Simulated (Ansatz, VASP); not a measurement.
One calculation of Mg, two programs

```
Mg
1.0
     3.13404    0.00000    0.00000
    -1.56702    2.71416    0.00000
     0.00000    0.00000    5.08114
Mg
2
Cartesian
  0.0000 1.8094 1.2703
  1.5670 0.9047 3.8109
```

Alike in both runs: task relaxation of shape and atoms at fixed volume; functional PBEsol; k mesh 16 × 16 × 10; occupations gaussian, width 0.05 eV; no spin polarisation.

|  | VASP | Ansatz |
| --- | --- | --- |
| version | VASP 6.6.1 | Ansatz 0.2.0 |
| potentials or method | VASP PAW PBE potentials, release 64 (Mg) | scalar-relativistic, plane waves, PAW |
| plane-wave cutoff (eV) | 600 | 420 |
| valence electrons in the cell | 4 | 20 |

|  | VASP | Ansatz | Ansatz less VASP |
| --- | --- | --- | --- |
| gap on the k mesh at the Fermi level, each at its own relaxed structure (eV) | none | none | - |
| relaxed volume (Å³/atom) | 21.61 | 21.61 | 0.000 |
| relaxed cell length with the largest relative difference (Å) | 3.134 | 3.134 | 0.0000 |

A gap of «none» marks a metal or a gap that the smearing closes. The two sets of potentials don't hold the same shells in valence.

Caveats: the relaxation stopped at its first step, so nothing moved; the PAW data sets were made with another functional, which shifts forces and pressure a little (VASP).
